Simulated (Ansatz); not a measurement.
## How far is PAW off for KF?

```
K F
1.0
     0.00000    2.70024    2.67350
     2.70024    0.00000    2.67350
     2.70024    2.70024    0.00000
K F
1 1
Cartesian
  0.0000 0.0000 0.0000
  2.7002 2.7002 2.6735
```

Atom numbers follow the list: K1, F2.

The cell is COD entry 9008652, as deposited and not checked against the literature; nothing was relaxed. The listed cell was then made from it by scaling, straining or moving an atom.

All numbers are computed: DFT, PBEsol, PAW with Ansatz's default frozen-core files, scalar-relativistic (Ansatz 0.2.0); DFT, PBEsol, all-electron LAPW, scalar-relativistic (Ansatz 0.2.0).

For PAW: a Γ-centred 9×9×9 k mesh, Fermi–Dirac smearing of 0.01 eV, cutoff 420 eV, no spin polarisation; the PAW files were made with PBE, and the program remakes their frozen cores for this functional. LAPW targets a basis error of 1 meV/atom. The Ansatz runs share mesh, smearing and spin set-up. Plane-wave (PAW) pressures include the program's estimate of the Pulay term.

Stress and pressure are positive in compression.

The change that made this cell: equal xx and yy strain of +1 %.

PAW results:

| quantity | PAW |
| --- | --- |
| pressure (GPa) | -1.27 |
| stress xx (GPa) | -1.41 |
| stress zz (GPa) | -0.98 |
| band gap (eV) | 5.931 |

What does full-potential LAPW give for the same quantities?


```csv
quantity,LAPW
pressure (GPa),-1.27
stress xx (GPa),-1.41
stress zz (GPa),-0.98
band gap (eV),5.925
```
